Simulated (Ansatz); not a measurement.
# TiSi2: work and stress of cleavage

Theory: DFT PBE, scalar-relativistic, plane waves, PAW in Ansatz 0.2.0. The runs took a 420 eV cutoff, a Γ-centred 13×13×4 mesh and Gaussian smearing (0.15 eV). No spin polarisation. Energies are free energies at this smearing, counted from the undisturbed cell; pressure is positive in compression.

Zero of the scan (relaxed at this level; this form isn't the usual structure):

```
CELL_PARAMETERS angstrom
-3.54761 0.00000 0.00000
0.00000 0.00000 -3.57922
0.00000 -13.56069 0.00000
ATOMIC_POSITIONS crystal
Ti 0.00000 0.25000 0.57332
Ti 0.50000 0.25000 0.07332
Ti 0.00000 0.75000 0.77968
Ti 0.50000 0.75000 0.27968
Si 0.00000 0.25000 0.23565
Si 0.50000 0.25000 0.73565
Si 0.00000 0.75000 0.11735
Si 0.50000 0.75000 0.61735
Si 0.00000 0.25000 0.92633
Si 0.50000 0.25000 0.42633
Si 0.00000 0.75000 0.42667
Si 0.50000 0.75000 0.92667
```

The cut lies on the cell's a–b face, a (0 -1 0) plane (indices in the standard cell, whose axes needn't be the Cartesian ones shown) of area 12.70 Å², between layers 1.99 Å apart. Vector c is lengthened by d along the normal with the atoms' Cartesian places fixed: one unrelaxed cut a cell. The traction is positive where the two halves pull on each other.

| d (Å) | energy (J/m²) | traction (GPa) |
| --- | --- | --- |
| 0.00 | 0.00 | 0.0 |
| 0.50 | 0.89 | 26.9 |
| 1.00 | 2.19 | 22.7 |
| 2.00 | 3.62 | 7.2 |
| 3.00 | 4.00 | 1.7 |
| 6.00 | 4.13 | 0.1 |

What are the work of separation and the cleavage stress, and do they fit the universal binding curve?

The energy levels off near W ≈ 4.13 J/m² (the traction is down to 0.1 GPa), the energy of the two unrelaxed faces, 2.07 J/m² each on average. The largest sampled traction is 26.9 GPa at d = 0.50 Å, and a parabola through it and its two neighbours peaks at σ_max ≈ 29.0 GPa, d ≈ 0.68 Å. The curve E = W[1 − (1 + d/ℓ)exp(−d/ℓ)] peaks in traction at d = ℓ with σ_max = W/(eℓ); with 1 J/m² per Å = 10 GPa this W and σ_max give ℓ = 0.52 Å. A parabola through that curve at the same three d peaks at 0.66 Å, against 0.68 Å here, a fair fit. Real crystals break at far lower stress, because cracks concentrate it, and on the plane of lowest W, which needn't be this one.

The cut is rigid; relaxing the faces lowers these energies and usually the stresses.

In a metal these slopes depend on the k mesh and the smearing.

Cost: 6 runs of about 30 core-minutes in all, on Intel Xeon Processor @ 2.50GHz (Skylake/Cascade Lake) (shared hosts).